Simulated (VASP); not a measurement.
# Which native defect does AlFe form most easily?, part 6 of 8

Which native defect is cheapest in AlFe, and how does that change with the growth condition? The start is a cell from a database of measured crystal structures.

VASP 6.6.1, plane waves and PAW; the level of theory is named at each step.

Still holding for the runs below: The magnetic state follows from one typed start and may not be the lowest.

So far, formation energy of the neutral defect (eV): step 8 (energies of this defect, 53 atoms, defect vacancy, element …) 0.969.

**9. The defect cell, 53 atoms, defect Al vacancy**

This step: PBEsol, spin-polarised from a ferromagnetic start; plane waves and PAW (Fe, Al) (VASP 6.6.1).

System of this step: Al26Fe27. The cell holds 53 atoms: 27 Fe and 26 Al. Cell: a = 8.534 Å, b = 8.534 Å, c = 8.534 Å, α = 90.0°, β = 90.0°, γ = 90.0°. It derives from AlFe. Nearest the centre at fractional (0.000, 0.000, 0.000): Fe1 at 2.46 Å, Fe3 at 2.46 Å, Fe7 at 2.46 Å, Fe9 at 2.46 Å, Fe25 at 2.46 Å, Fe27 at 2.46 Å, Fe21 at 2.46 Å, Fe19 at 2.46 Å.

File INCAR:

```
SYSTEM = Al26Fe27
PREC = Normal
ENCUT = 300
EDIFF = 1E-05
NELM = 120
ISMEAR = 1
SIGMA = 0.2
LREAL = Auto
ALGO = Fast
GGA = PS
NBANDS = 231
ISPIN = 2
MAGMOM = 3 3 3 3 3 3 3 3 3 3 3 3 3 3 3 3 3 3 3 3 3 3 3 3 3 3 3 0 0 0 0 0 0 0 0 0 0 0 0 0 0 0 0 0 0 0 0 0 0 0 0 0 0
LASPH = .TRUE.
LMAXMIX = 4
LORBIT = 11
LWAVE = .FALSE.
LCHARG = .TRUE.
KPAR = 4
NCORE = 2
IBRION = 2
NSW = 50
ISIF = 2
EDIFFG = -0.03
POTIM = 0.4
MAXMIX = 40
ISYM = 2
```

File POSCAR:

```
Al26Fe27
1.0
    8.5337404122      0.0000000000      0.0000000000
    0.0000000000      8.5337404122      0.0000000000
    0.0000000000      0.0000000000      8.5337404122
Fe Al
27 26
Direct
    0.1666666700      0.1666666700      0.1666666700
    0.1666666700      0.1666666700      0.5000000000
    0.1666666700      0.1666666700      0.8333333300
    0.1666666700      0.5000000000      0.1666666700
    0.1666666700      0.5000000000      0.5000000000
    0.1666666700      0.5000000000      0.8333333300
    0.1666666700      0.8333333300      0.1666666700
    0.1666666700      0.8333333300      0.5000000000
    0.1666666700      0.8333333300      0.8333333300
    0.5000000000      0.1666666700      0.1666666700
    0.5000000000      0.1666666700      0.5000000000
    0.5000000000      0.1666666700      0.8333333300
    0.5000000000      0.5000000000      0.1666666700
    0.5000000000      0.5000000000      0.5000000000
    0.5000000000      0.5000000000      0.8333333300
    0.5000000000      0.8333333300      0.1666666700
    0.5000000000      0.8333333300      0.5000000000
    0.5000000000      0.8333333300      0.8333333300
    0.8333333300      0.1666666700      0.1666666700
    0.8333333300      0.1666666700      0.5000000000
    0.8333333300      0.1666666700      0.8333333300
    0.8333333300      0.5000000000      0.1666666700
    0.8333333300      0.5000000000      0.5000000000
    0.8333333300      0.5000000000      0.8333333300
    0.8333333300      0.8333333300      0.1666666700
    0.8333333300      0.8333333300      0.5000000000
    0.8333333300      0.8333333300      0.8333333300
    0.0000000000      0.0000000000      0.3333333300
    0.0000000000      0.0000000000      0.6666666700
    0.0000000000      0.3333333300      0.0000000000
    0.0000000000      0.3333333300      0.3333333300
    0.0000000000      0.3333333300      0.6666666700
    0.0000000000      0.6666666700      0.0000000000
    0.0000000000      0.6666666700      0.3333333300
    0.0000000000      0.6666666700      0.6666666700
    0.3333333300      0.0000000000      0.0000000000
    0.3333333300      0.0000000000      0.3333333300
    0.3333333300      0.0000000000      0.6666666700
    0.3333333300      0.3333333300      0.0000000000
    0.3333333300      0.3333333300      0.3333333300
    0.3333333300      0.3333333300      0.6666666700
    0.3333333300      0.6666666700      0.0000000000
    0.3333333300      0.6666666700      0.3333333300
    0.3333333300      0.6666666700      0.6666666700
    0.6666666700      0.0000000000      0.0000000000
    0.6666666700      0.0000000000      0.3333333300
    0.6666666700      0.0000000000      0.6666666700
    0.6666666700      0.3333333300      0.0000000000
    0.6666666700      0.3333333300      0.3333333300
    0.6666666700      0.3333333300      0.6666666700
    0.6666666700      0.6666666700      0.0000000000
    0.6666666700      0.6666666700      0.3333333300
    0.6666666700      0.6666666700      0.6666666700
```

File KPOINTS:

```
Automatic mesh
0
Monkhorst-Pack
3 3 3
0 0 0
```

The projector-augmented-wave data sets are Fe and Al (PBE family, release 64).

The run is started by

```
mpirun -np 8 vasp_std
```

The program printed:

```text
[... set-up lines as in an earlier step ...]
 entering main loop
       N       E                     dE             d eps       ncg     rms          rms(c)
DAV:   1     0.171475269430E+04    0.17148E+04   -0.76925E+04  3712   0.890E+02
DAV:   2    -0.228478753031E+03   -0.19432E+04   -0.18096E+04  3696   0.278E+02
DAV:   3    -0.398889815759E+03   -0.17041E+03   -0.14567E+03  3872   0.970E+01
DAV:   4    -0.408239000321E+03   -0.93492E+01   -0.90305E+01  4848   0.233E+01
DAV:   5    -0.408456199611E+03   -0.21720E+00   -0.21651E+00  4920   0.337E+00    0.832E+01
RMM:   6    -0.476137783061E+03   -0.67682E+02   -0.93084E+02  3698   0.104E+02    0.126E+02
RMM:   7    -0.410239041185E+03    0.65899E+02   -0.17931E+02  3696   0.446E+01    0.932E+01
RMM:   8    -0.387803419179E+03    0.22436E+02   -0.50550E+01  3696   0.242E+01    0.621E+01
RMM:   9    -0.390635561664E+03   -0.28321E+01   -0.38276E+01  3705   0.202E+01    0.768E+01
RMM:  10    -0.362806692637E+03    0.27829E+02   -0.16149E+01  3696   0.152E+01    0.241E+01
RMM:  11    -0.364625261301E+03   -0.18186E+01   -0.37352E+00  3698   0.563E+00    0.222E+01
RMM:  12    -0.362698421216E+03    0.19268E+01   -0.16922E+00  3700   0.404E+00    0.156E+01
RMM:  13    -0.362713679505E+03   -0.15258E-01   -0.55206E-01  3696   0.207E+00    0.963E+00
RMM:  14    -0.363059588677E+03   -0.34591E+00   -0.58911E-01  3791   0.145E+00    0.835E+00
RMM:  15    -0.362911205436E+03    0.14838E+00   -0.12833E-01  3699   0.847E-01    0.322E+00
RMM:  16    -0.362925068536E+03   -0.13863E-01   -0.61563E-02  3702   0.521E-01    0.283E+00
RMM:  17    -0.362924386828E+03    0.68171E-03   -0.18906E-02  3746   0.278E-01    0.213E+00
RMM:  18    -0.362917013818E+03    0.73730E-02   -0.10235E-02  3698   0.190E-01    0.968E-01
RMM:  19    -0.362917119068E+03   -0.10525E-03   -0.36472E-03  3736   0.114E-01    0.610E-01
RMM:  20    -0.362916815016E+03    0.30405E-03   -0.15709E-03  3741   0.823E-02    0.192E-01
RMM:  21    -0.362916913647E+03   -0.98631E-04   -0.56432E-04  3952   0.491E-02    0.108E-01
RMM:  22    -0.362916949713E+03   -0.36066E-04   -0.19636E-04  3584   0.257E-02    0.687E-02
RMM:  23    -0.362916959253E+03   -0.95396E-05   -0.55417E-05  3284   0.175E-02
   1 F= -.36291696E+03 E0= -.36294810E+03  d E =-.362917E+03  mag=    19.9973
 curvature:   0.00 expect dE= 0.000E+00 dE for cont linesearch  0.000E+00
 trial: gam= 0.00000 g(F)=  0.241E+00 g(S)=  0.000E+00 ort = 0.000E+00 (trialstep = 0.100E+01)
 search vector abs. value=  0.241E+00
 bond charge predicted
       N       E                     dE             d eps       ncg     rms          rms(c)
DAV:   1    -0.363088417435E+03   -0.17147E+00   -0.30671E+01  3849   0.937E+00    0.318E+00
RMM:   2    -0.363111686036E+03   -0.23269E-01   -0.25716E-01  3696   0.177E+00    0.125E+00
RMM:   3    -0.363125795611E+03   -0.14110E-01   -0.51403E-02  3701   0.522E-01    0.674E-01
RMM:   4    -0.363125602653E+03    0.19296E-03   -0.10980E-02  3750   0.261E-01    0.283E-01
RMM:   5    -0.363125607769E+03   -0.51156E-05   -0.32866E-03  3776   0.141E-01    0.226E-01
RMM:   6    -0.363125656183E+03   -0.48414E-04   -0.13190E-03  3804   0.839E-02    0.625E-02
RMM:   7    -0.363125704541E+03   -0.48358E-04   -0.44585E-04  3829   0.392E-02    0.473E-02
RMM:   8    -0.363125709895E+03   -0.53542E-05   -0.79557E-05  3374   0.233E-02
   2 F= -.36312571E+03 E0= -.36315857E+03  d E =-.208751E+00  mag=    20.1041
[... from here on, the cycles between the ionic steps are left out ...]
   3 F= -.36340187E+03 E0= -.36343052E+03  d E =-.484910E+00  mag=    20.3482
   4 F= -.36360794E+03 E0= -.36363349E+03  d E =-.206075E+00  mag=    20.4133
   5 F= -.36380716E+03 E0= -.36381821E+03  d E =-.405295E+00  mag=    20.6994
   6 F= -.36381284E+03 E0= -.36382697E+03  d E =-.410972E+00  mag=    20.6300
   7 F= -.36385108E+03 E0= -.36386190E+03  d E =-.382379E-01  mag=    20.5486
   8 F= -.36385158E+03 E0= -.36386191E+03  d E =-.387371E-01  mag=    20.5371
   9 F= -.36385700E+03 E0= -.36386651E+03  d E =-.542492E-02  mag=    20.5231
  10 F= -.36385782E+03 E0= -.36386693E+03  d E =-.624487E-02  mag=    20.5209
  11 F= -.36385760E+03 E0= -.36386593E+03  d E =-.602072E-02  mag=    20.5167
  12 F= -.36385819E+03 E0= -.36386698E+03  d E =-.661002E-02  mag=    20.5194
 curvature:  -0.72 expect dE=-0.688E-03 dE for cont linesearch -0.973E-06
 trial: gam= 0.24529 g(F)=  0.962E-03 g(S)=  0.000E+00 ort = 0.903E-04 (trialstep = 0.195E+01)
 search vector abs. value=  0.137E-02
 bond charge predicted
       N       E                     dE             d eps       ncg     rms          rms(c)
DAV:   1    -0.363859479999E+03   -0.12998E-02   -0.17036E-01  3703   0.753E-01    0.428E-01
RMM:   2    -0.363859299092E+03    0.18091E-03   -0.22611E-03  3696   0.160E-01    0.117E-01
RMM:   3    -0.363859354822E+03   -0.55730E-04   -0.52759E-04  3756   0.446E-02    0.114E-01
RMM:   4    -0.363859356159E+03   -0.13369E-05   -0.80613E-05  3582   0.230E-02
  13 F= -.36385936E+03 E0= -.36386753E+03  d E =-.116762E-02  mag=    20.5254
 trial-energy change:   -0.001168  1 .order   -0.001144   -0.001914   -0.000374
 step:   2.4175(harm=  2.4175)  dis= 0.00289  next Energy=  -363.859378 (dE=-0.119E-02)
 reached required accuracy - stopping structural energy minimisation
```

The job ended after 5.5 min (8 MPI ranks of Intel Xeon 6975P-C (Granite Rapids), shared host; peak memory 2.9 GiB).

Parts of OUTCAR (step 9):

```text
   k-points           NKPTS =      4   k-points in BZ     NKDIM =      4   number of bands    NBANDS=    231

   NELECT =     294.0000    total number of electrons

 E-fermi :   8.0129

 spin component 1
 k-point     1 :       0.0000    0.0000    0.0000
  band No.  band energies     occupation
    ...
    158       7.7688      1.03546
    159       7.7688      1.03546
    160       7.9114      0.87414
    161       7.9115      0.87413
    162       7.9115      0.87413
    163       8.9675     -0.00000
    164       8.9675     -0.00000
    165       9.3169     -0.00000
    166       9.3169     -0.00000
    167       9.3169     -0.00000
    ...

 k-point     2 :       0.3333    0.0000    0.0000
  band No.  band energies     occupation
    ...
    154       7.6901      1.02241
    155       7.7586      1.03514
    156       7.7920      1.03285
    157       7.7920      1.03285
    158       7.9128      0.87041
    159       8.2984     -0.03073
    160       8.2984     -0.03073
    161       8.3983     -0.01005
    162       8.4339     -0.00561
    163       8.7331     -0.00000
    ...

  Total       -2.5237498     -2.5237498     -2.5237498     -0.0000000     -0.0000000      0.0000000
  in kB       -6.5063675     -6.5063675     -6.5063675     -0.0000000     -0.0000000      0.0000000
  external PRESSURE =      -6.5063675 kB  Pullay stress =       0.0000000 kB

 POSITION                                       TOTAL-FORCE (eV/Angst)
 -----------------------------------------------------------------------------------
      1.28628      1.28628      1.28628         0.001526      0.001526      0.001526
      1.43779      1.43779      4.26687         0.001315      0.001315     -0.000000
      1.28628      1.28628      7.24746         0.001526      0.001526     -0.001526
      1.43779      4.26687      1.43779         0.001315      0.000000      0.001315
      1.45153      4.26687      4.26687         0.024242      0.000000     -0.000000
      1.43779      4.26687      7.09595         0.001315      0.000000     -0.001315
      1.28628      7.24746      1.28628         0.001526     -0.001526      0.001526
      1.43779      7.09595      4.26687         0.001315     -0.001315     -0.000000
      1.28628      7.24746      7.24746         0.001526     -0.001526     -0.001526
      4.26687      1.43779      1.43779         0.000000      0.001315      0.001315
      4.26687      1.45153      4.26687         0.000000      0.024242     -0.000000
      4.26687      1.43779      7.09595         0.000000      0.001315     -0.001315
      4.26687      4.26687      1.45153         0.000000      0.000000      0.024242
      4.26687      4.26687      4.26687         0.000000      0.000000     -0.000000
      4.26687      4.26687      7.08221         0.000000      0.000000     -0.024242
      4.26687      7.09595      1.43779         0.000000     -0.001315      0.001315
      4.26687      7.08221      4.26687         0.000000     -0.024242     -0.000000
      4.26687      7.09595      7.09595         0.000000     -0.001315     -0.001315
      7.24746      1.28628      1.28628        -0.001526      0.001526      0.001526
      7.09595      1.43779      4.26687        -0.001315      0.001315     -0.000000
      7.24746      1.28628      7.24746        -0.001526      0.001526     -0.001526
      7.09595      4.26687      1.43779        -0.001315      0.000000      0.001315
      7.08221      4.26687      4.26687        -0.024242      0.000000     -0.000000
      7.09595      4.26687      7.09595        -0.001315      0.000000     -0.001315
[...]
-----------------------------------------------------------------------------------
    total drift:                                0.000000      0.000000     -0.000000

  FREE ENERGIE OF THE ION-ELECTRON SYSTEM (eV)
  ---------------------------------------------------
  free  energy   TOTEN  =      -363.8593561593 eV

  energy  without entropy=     -363.8838740960  energy(sigma->0) =     -363.86752880

 magnetization (x)
# of ion       s       p       d       tot
------------------------------------------
    1        0.003   0.002   1.632   1.637
    2       -0.003   0.001   0.267   0.265
    3        0.003   0.002   1.632   1.637
    4       -0.003   0.001   0.267   0.265
    5       -0.001   0.008   0.628   0.636
    6       -0.003   0.001   0.267   0.265
    7        0.003   0.002   1.632   1.637
    8       -0.003   0.001   0.267   0.265
    9        0.003   0.002   1.632   1.637
   10       -0.003   0.001   0.267   0.265
   11       -0.001   0.008   0.628   0.636
   12       -0.003   0.001   0.267   0.265
   13       -0.001   0.008   0.628   0.636
   14        0.004   0.004   1.325   1.333
   15       -0.001   0.008   0.628   0.636
   16       -0.003   0.001   0.267   0.265
   17       -0.001   0.008   0.628   0.636
   18       -0.003   0.001   0.267   0.265
   19        0.003   0.002   1.632   1.637
   20       -0.003   0.001   0.267   0.265
   21        0.003   0.002   1.632   1.637
   22       -0.003   0.001   0.267   0.265
   23       -0.001   0.008   0.628   0.636
[...]
--------------------------------------------------
tot         -0.165  -0.268  21.354  20.922

[... 7 parts as in an earlier step ...]

[... 11 further parts left out ...]
```

Step by step:

| step | energy less that of the first step (eV) | largest force (eV/Å) |
| --- | --- | --- |
| 1 | 0.0000 | 0.8033 |
| 2 | -0.2088 | 0.6241 |
| 3 | -0.4849 | 0.6004 |
| 4 | -0.6910 | 0.3915 |
| 5 | -0.8902 | 0.3884 |
| 6 | -0.8959 | 0.2363 |
| 7 | -0.9341 | 0.0726 |
| 8 | -0.9346 | 0.0822 |
| 9 | -0.9400 | 0.0304 |
| 10 | -0.9409 | 0.0356 |
| 11 | -0.9406 | 0.0457 |
| 12 | -0.9412 | 0.0316 |
| 13 | -0.9424 | 0.0242 |

The atoms that moved most (Å):

| atom | dx | dy | dz | length |
| --- | --- | --- | --- | --- |
| Fe27 | 0.136 | 0.136 | 0.136 | 0.236 |
| Fe9 | -0.136 | 0.136 | 0.136 | 0.236 |
| Fe21 | 0.136 | -0.136 | 0.136 | 0.236 |
| Fe25 | 0.136 | 0.136 | -0.136 | 0.236 |
| Fe19 | 0.136 | -0.136 | -0.136 | 0.236 |
| Fe3 | -0.136 | -0.136 | 0.136 | 0.236 |
| Fe7 | -0.136 | 0.136 | -0.136 | 0.236 |
| Fe1 | -0.136 | -0.136 | -0.136 | 0.236 |

This step gave:

```
electronic cycles                                 : 105
electrons                                         : 294
free energy (TOTEN)                               : -363.8594 eV
energy at zero smearing                           : -363.8675 eV
Fermi energy                                      : 8.013 eV
moment of the cell, from the last line of the log : 20.53 μB
```

Spin moment in the PAW sphere by element, in μB:

| element | atoms | mean | spread (r.m.s.) | least | largest |
| --- | --- | --- | --- | --- | --- |
| Fe | 27 | 0.79 | 0.59 | 0.27 | 1.64 |
| Al | 26 | -0.02 | 0.00 | -0.02 | -0.02 |

The atoms nearest the centre:

| atom | distance (Å) | spin moment in the PAW sphere (μB) |
| --- | --- | --- |
| Fe9 | 2.23 | 1.64 |
| Fe27 | 2.23 | 1.64 |
| Fe25 | 2.23 | 1.64 |
| Fe21 | 2.23 | 1.64 |
| Fe19 | 2.23 | 1.64 |
| Fe1 | 2.23 | 1.64 |
| Fe7 | 2.23 | 1.64 |
| Fe3 | 2.23 | 1.64 |
| Al28 | 2.95 | -0.02 |
| Al30 | 2.95 | -0.02 |
| Al29 | 2.95 | -0.02 |
| Al33 | 2.95 | -0.02 |
| Al36 | 2.95 | -0.02 |
| Al45 | 2.95 | -0.02 |

Spin density in the ac plane at fractional y = 0.000, through the centre, with atoms of Al within 0.45 Å of it.

Ten even steps from '0' (-1.91 × 1e-2 e/Å³) to '9' (1.35 × 1e-2 e/Å³), each cell a mean:
```
455520135554445542014554
568852124555555432136875
479952123555655432137985
357631123566665431124764
023310013566665421012331
001110023566665431001110
222211135555555542111222
543332355544444554323334
554444555444444555444445
555555554444444445555555
455666544444444445666554
445666544444444445666654
455666544444444445666554
455566554444444445666555
555555555444444455555555
544333455544444555333345
432221245554445553212223
011110124555555531001111
012210013566665421001220
235421123566665431113552
469842123556665432136985
579952124555555432137985
457631134555455542025765
445420045544445552003454
```
Columns run along a (8.5 Å), rows up along c (8.5 Å). Atoms in or near the plane, at fractional coordinates: Al at (0.00, 0.35), Al at (0.00, 0.65), Al at (0.35, 0.00), Al at (0.33, 0.33), Al at (0.33, 0.67), Al at (0.65, 0.00), Al at (0.67, 0.33), Al at (0.67, 0.67).

Valence density in the ac plane at fractional y = 0.000, through the centre, with atoms of Al within 0.45 Å of it. It is the smooth field of the valence electrons, not physical close to the nuclei.

Ten even steps from '_' (0.02 e/Å³) to '@' (0.32 e/Å³), each cell a mean:
```
..::--==**##**--..::**%%%%%%++....++####++==::..
::--==**##%%##**++**%%%%%%%%##++++##%%%%##++--::
--==**%%@@%%%%######%%%%%%%%%%######%%@@%%##++==
++**##@@@@@@########%%%%%%%%########%%@@@@%%##++
####%%@@@@%%########%%%%%%%%########%%@@@@@@%%##
##%%%%%%%%####****##%%####%%##******##%%%%%%%%##
==++########**--::==########**--::==**########++
__--**######==..__::**######++..__::**######++..
__--**######++::..--**######++::..--**######++..
==**##%%##%%##++==**##########++++**######%%##++
##%%%%%%%%%%########################%%%%%%%%%%%%
%%%%%%%%%%%%##########################%%%%%%%%%%
%%%%%%%%%%%%##########################%%%%%%%%%%
**##%%%%%%%%##****############****##%%%%%%%%%%**
..==########**--::==########**--::==########**::
__::**######==..__::**######==..__::**######++..
::==########++::..--**######++::..--**######**--
**##%%%%####**++==**##########++==**######%%##**
##%%%%@@%%%%########%%%%%%%%%%########%%@@%%%%##
****%%@@@@%%########%%%%%%%%########%%@@@@@@##**
==++**%%@@@@%%######%%%%%%%%%%######%%@@@@%%**==
----++**%%%%%%##**##%%%%%%%%##****##%%%%##**==--
::::--++**%%##==::==##%%%%%%**----++%%##**==--::
..::--==**##**::__..**%%%%##==____==####++--::..
```
Columns run along a (8.5 Å), rows up along c (8.5 Å). Atoms in or near the plane, at fractional coordinates: Al at (0.00, 0.35), Al at (0.00, 0.65), Al at (0.35, 0.00), Al at (0.33, 0.33), Al at (0.33, 0.67), Al at (0.65, 0.00), Al at (0.67, 0.33), Al at (0.67, 0.67).

The run ended after 13 ionic steps, 0.942 eV below its first step, once the forces on the free atoms met EDIFFG = -0.03.

The 8 first neighbours (Fe) lie 2.46 Å from the site in the perfect crystal and 2.23 Å on average after the relaxation (-9.6 %).

**10. Energies of this defect, 53 atoms, defect vacancy, element Al**

This step: point defect, PBEsol; plane waves and PAW (VASP 6.6.1).

Derived from the runs above.

This step gave:

| Quantity | Value |
| --- | --- |
| formation energy of the neutral defect | 2.927 eV |

Formation energy:

| formation energy (eV) | largest move (Å) |
| --- | --- |
| 2.927 | 0.2356 |

E_f is E(defect cell) less E(perfect cell), corrected for the atoms exchanged with their references.

References, in eV an atom: Al -4.096 (crystal Fm-3m) and Fe -8.927 (crystal Im-3m). They were run at the supercell's cutoff and functional, without U, and count both elements from their own phases.

The formation energy is 2.927 eV, and the largest move of an atom 0.24 Å.

(Part 6 of 8 ends here.)

[Lines on the potential files, build, host, timing and source positions are cut from VASP's logs without a mark.]

[Logs are printed without paths, hosts, clocks, repeated set-up lines and the standing remarks that a program may print on its own settings, such as how far it seeks lower states.]

[Hosts, paths, dates, database ids (printed as entryN), source tags and the programs' standing remarks are cut or masked in the printed files.]

[In band tables of VASP the shares of atoms and orbitals are scaled to a sum of 1 inside the atoms' spheres.]

[Runs that stopped without an error message from VASP are left out.]
